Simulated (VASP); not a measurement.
Write the native input for VASP 6.6.1 that does the following.

| Quantity | Value |
| --- | --- |
| Task | relaxation of shape and atoms at fixed volume |
| Functional | LDA |
| Potentials or basis | VASP PAW LDA potentials, release 64 (Hf_pv) |
| Cutoff | 600 eV |
| k mesh | 15 × 15 × 7 |
| Occupations | methfessel-paxton, width 0.1 eV |
| Spin | no spin polarisation |
| Further INCAR settings | ALGO = Normal; EDIFF = 1e-07; IBRION = 2; EDIFFG = -0.01; NSW = 40; ISIF = 4 |

The structure of Hf lies in POSCAR:

```
Hf                                      
1.0
    3.1191430839      0.0000000000      0.0000000000
   -1.5595715420      2.7012571487      0.0000000000
    0.0000000000      0.0000000000      4.9439653661
  Hf            
     2
Direct
     0.3333333332999970    0.6666666667000030    0.2500000000000000
     0.6666666667000030    0.3333333332999970    0.7500000000000000
```

These files were run (other wordings do the same):

INCAR

```
SYSTEM = Hf
PREC = Accurate
ENCUT = 600
EDIFF = 1E-7
ISMEAR = 1
SIGMA = 0.1
LREAL = .FALSE.
LASPH = .TRUE.
NELM = 80
ALGO = Normal
ISIF = 4
LWAVE = .FALSE.
LCHARG = .FALSE.
IBRION = 2
NSW = 40
EDIFFG = -0.01
```

KPOINTS

```
Automatic mesh
0
G
  15 15 7
  0 0 0
```

Potentials or basis: VASP PAW LDA potentials, release 64 (Hf_pv).

The run is started by

```console
$ cat potpaw_LDA.64/Hf_pv/POTCAR > POTCAR
$ mpirun -np 1 vasp_std > vasp.out
```

Results of the run:

```json
{
  "Pressure after relaxing": "0.0 GPa",
  "Band gap on the k mesh": "none (metal or under the smearing width)"
}
```

Caveat: the relaxation stopped at its first step, so nothing moved.

Run time: 83 s on 1 thread of AMD EPYC 7R13 Processor (Zen 3), on a shared host, peak memory 0.17 GiB.
